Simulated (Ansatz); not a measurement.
# In: equation of state

The task here is to estimate one member of a computed series from the others.

Program: Ansatz 0.2.0. Level of theory: DFT LDA, scalar-relativistic. These are calculated values, not measurements.

**The system as given**

The structure is tetragonal, space group I4/mmm (No. 139). Conventional cell: a = 3.252 Å, b = 3.252 Å, c = 4.948 Å, α = 90.00°, β = 90.00°, γ = 90.00°. In (site symmetry 4/mmm) is surrounded by 12 In at 3.25 to 3.38 Å.

As a file:

```
CELL_PARAMETERS angstrom
-1.62615 1.62615 2.47395
1.62615 -1.62615 2.47395
1.62615 1.62615 -2.47395
ATOMIC_POSITIONS crystal
In 0.00000 0.00000 0.00000
```

Set-up of the first run:

The input, input.yaml:

```yaml
crystal:
  lattice:
    - [-1.5929539507, 1.5929539507, 2.4234470537]
    - [1.5929539507, -1.5929539507, 2.4234470537]
    - [1.5929539507, 1.5929539507, -2.4234470537]
  atoms:
    - { symbol: In, position: [0.0, 0.0, 0.0] }
kpoints:
  mp_grid: { grid: [14, 14, 14] }
  band_path:
    path:
      - [0.0, 0.0, 0.0]
      - [0.0, 0.0, 0.5]
      - [0.25, 0.25, 0.25]
      - [0.0, 0.5, 0.0]
      - [0.0, 0.0, 0.0]
      - [0.5, 0.5, -0.5]
      - [0.3580138334, 0.6419861666, -0.3580138334]
      - [-0.3580138334, 0.3580138334, 0.3580138334]
      - [0.0, 0.0, 0.0]
    npoints: 5
scf:
  occupations: { method: fermi_dirac, width: 0.05 }
hamiltonian:
  xc: lda
  pseudopotentials: { kind: all_electron, lapw: { basis_error: 0.0005 } }
output:
  forces: true
  stress: true
  eigenvalues: true
```

Run with:

```bash
> ansatz run input.yaml --threads 1 --pin off --max-ram 3072MiB --backend cpu --events-out ev --progress --plain --runs-dir out
```

Among the steps run: Volume × 0.94, LAPW; Volume × 0.94, PAW; Volume × 0.94, crystal datasets; Volume × 0.98, LAPW; Volume × 0.98, PAW; Volume × 0.98, crystal datasets; Volume × 1.01, LAPW; Volume × 1.01, PAW; Volume × 1.01, crystal datasets; Volume × 1.04, LAPW; Volume × 1.04, PAW; Volume × 1.04, crystal datasets.

One of the session's tables, all rows but one given; the rest of the session is left out.

```
          method  volume (Å³/atom)  pressure (GPa)
            LAPW            24.598           -0.01
            LAPW            25.645           -1.90
            LAPW            26.430           -3.02
            LAPW            27.215           -3.94
             PAW            24.598           -0.03
             PAW            25.645           -1.91
             PAW            26.430           -3.03
             PAW            27.215               ?
crystal datasets            24.598           -0.01
crystal datasets            25.645           -1.90
crystal datasets            26.430           -3.02
crystal datasets            27.215           -3.94
```

Q: Estimate the row for PAW, 27.215 from the others.

The run gave: pressure (GPa): -3.95. In the column «pressure (GPa)» it is the lowest.

To keep in mind: Warnings in the runs' records: gradients without spin orbit, crystal datasets made.
